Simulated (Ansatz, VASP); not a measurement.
## C in VASP and in Ansatz

Contents of INCAR:

```
SYSTEM = C
PREC = Accurate ; ENCUT = 520
EDIFF = 1E-6 ; ISMEAR = 0
SIGMA = 0.1 ; LREAL = .FALSE.
LASPH = .TRUE. ; NELM = 100
ALGO = Normal ; ISIF = 2
LWAVE = .FALSE. ; LCHARG = .TRUE.
GGA = PE ; LELF = .TRUE.
LVHAR = .TRUE. ; NBANDS = 11
```

Contents of KPOINTS:

```
regular mesh
0
G
  8 8 8
  0 0 0
```

Contents of POSCAR:

```
C
1.0
   -2.2117875404      2.2117875404      1.2031113024
    2.2117875404     -2.2117875404      1.2031113024
    2.2117875404      2.2117875404     -1.2031113024
C
2
Direct
    0.7500000000      0.2500000000      0.5000000000
    0.0000000000      0.0000000000      0.0000000000
```

Input for Ansatz:

```yaml
crystal:
  lattice:
    - [-2.2117875404, 2.2117875404, 1.2031113024]
    - [2.2117875404, -2.2117875404, 1.2031113024]
    - [2.2117875404, 2.2117875404, -1.2031113024]
  atoms:
    - { symbol: C, position: [0.75, 0.25, 0.5] }
    - { symbol: C, position: [0.0, 0.0, 0.0] }
basis:
  ecutwfc: 420
kpoints:
  mp_grid: { grid: [8, 8, 8] }
hamiltonian:
  xc: pbe
scf:
  occupations: { method: gaussian, width: 0.1 }
output:
  forces: true
  stress: true
  eigenvalues: true
```

Alike in both runs: task single point; functional PBE; k mesh 8 × 8 × 8; occupations gaussian, width 0.1 eV; no spin polarisation.

```csv
,VASP,Ansatz
version,VASP 6.6.1,Ansatz 0.2.0
potentials or method,"VASP PAW PBE potentials, release 64 (C)","scalar-relativistic, plane waves, PAW"
plane-wave cutoff (eV),520,420
valence electrons in the cell,8,8
```

Ansatz gave:

```
gap on the k mesh at the Fermi level (eV)       : none
pressure (GPa)                                  : -41.7
largest component of the traceless stress (GPa) : 6.33
```

Task: Estimate VASP's values.

Result: gap on the k mesh at the Fermi level (eV): none; pressure (GPa): -41.7; largest component of the traceless stress (GPa): 6.31.

A gap of «none» marks a metal or a gap that the smearing closes.

Caveats: the k mesh is coarse (spacing up to 0.37 Å⁻¹), so the values aren't converged; the cell as given lies far from equilibrium; so large a pressure means that the cell lies far from this level's equilibrium, or that cutoff or potentials fall short (VASP).
